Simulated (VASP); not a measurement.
## From an Ansatz input to VASP: GaN (strained zincblende)

Ansatz input

```yaml
crystal:
  lattice:
    - [0.0, 2.2714420665, 2.2714420665]
    - [2.2714420665, 0.0, 2.2714420665]
    - [2.2714420665, 2.2714420665, 0.0]
  atoms:
    - { symbol: Ga, position: [0.0, 0.0, 0.0] }
    - { symbol: "N", position: [0.25, 0.25, 0.25] }
kpoints:
  mp_grid: { grid: [10, 10, 10] }
  band_path:
    path:
      - [0.0, 0.0, 0.0]
      - [-0.5, -0.5, 0.0]
      - [-0.375, -0.375, 0.25]
      - [-0.375, 0.0, 0.375]
      - [0.0, 0.0, 0.5]
      - [-0.5, -0.25, 0.25]
    npoints: 1
hamiltonian:
  xc: r2scan
scf:
  occupations: { method: fixed }
  n_extra_bands: 4
output:
  forces: true
  stress: true
  eigenvalues: true
```

Question: Translate this input to VASP.

Answer: 

INCAR

```
ISIF = 2
EDIFF = 1E-7
NSW = 0
SIGMA = 0.01
IBRION = -1
ISMEAR = 0
NBANDS = 16
ENCUT = 520
LASPH = .TRUE.
ALGO = Normal
LREAL = .FALSE.
PREC = Accurate
NELM = 120
LWAVE = .FALSE.
LCHARG = .FALSE.
METAGGA = R2SCAN
```

KPOINTS

```
KPOINTS created by Atomic Simulation Environment
0
Gamma
10 10 10
0 0 0
```

KPOINTS_OPT

```
special points
6
Reciprocal
0.0000000000 0.0000000000 0.0000000000 1
-0.5000000000 -0.5000000000 0.0000000000 1
-0.3750000000 -0.3750000000 0.2500000000 1
-0.3750000000 0.0000000000 0.3750000000 1
0.0000000000 0.0000000000 0.5000000000 1
-0.5000000000 -0.2500000000 0.2500000000 1
```

POSCAR

```
Ga N
 1.0000000000000000
     0.0000000000000000    2.2714420665000001    2.2714420665000001
     2.2714420665000001    0.0000000000000000    2.2714420665000001
     2.2714420665000001    2.2714420665000001    0.0000000000000000
 Ga  N
   1   1
Cartesian
  0.0000000000000000  0.0000000000000000  0.0000000000000000
  1.1357210332499998  1.1357210332499998  1.1357210332499998
```

VASP ran with the recommended PBE PAW datasets (18 valence electrons in the cell). Other inputs would serve too.

|  | Ansatz | VASP |
| --- | --- | --- |
| gap between bands v and c | 1.97 eV | 1.96 eV |
| least direct gap | 1.97 eV | 1.96 eV |
| pressure | -5.5 GPa | -4.5 GPa |

The two codes use different PAW datasets and cutoffs. VASP's cell holds 18 valence electrons and Ansatz's 18. Ansatz's stress includes a Pulay correction; VASP's doesn't.
